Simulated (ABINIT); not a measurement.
Crystal: Ga2O3.

```
CELL_PARAMETERS angstrom
6.10700 -1.51855 0.00000
6.10700 1.51855 0.00000
-1.38599 0.00000 5.63001
ATOMIC_POSITIONS crystal
Ga 0.34134 0.34134 0.68598
Ga 0.65866 0.65866 0.31402
Ga 0.90950 0.90950 0.20540
Ga 0.09050 0.09050 0.79460
O 0.50410 0.50410 0.74340
O 0.49590 0.49590 0.25660
O 0.82670 0.82670 0.43680
O 0.17330 0.17330 0.56320
O 0.83550 0.83550 0.89020
O 0.16450 0.16450 0.10980
```

Base run:

```yaml
Program: ABINIT 10.8.3 (patched build)
Functional: PBE
Potentials_or_basis: JTH PAW PBE v2.0
Cutoff: 626 eV
k_mesh: 9 × 9 × 5
Occupations: fermi-dirac, width 0.05 eV
Spin: no spin polarisation
```

Its results: band gap on the k mesh 2.43 eV, indirect (least direct gap 2.44 eV); pressure 10.1 GPa; largest force 0.230 eV/Å.

**Question.** The run is repeated on the same cell with these changes: functional from PBE to PBEsol; k mesh from 9 × 9 × 5 to 5 × 5 × 3. What comes out?

**Answer.** Band gap on the k mesh 2.34 eV, direct; pressure 3.3 GPa; largest force 0.162 eV/Å.

Several settings changed at once, so the effect can't be laid on one alone.

Caveats: some runs use coarse meshes; an odd mesh through Γ misses points on the zone boundary, where band edges often lie (some runs); the PAW data sets were made with another functional, which shifts forces and pressure a little (some runs).

Not every run made on this cell is shown here.
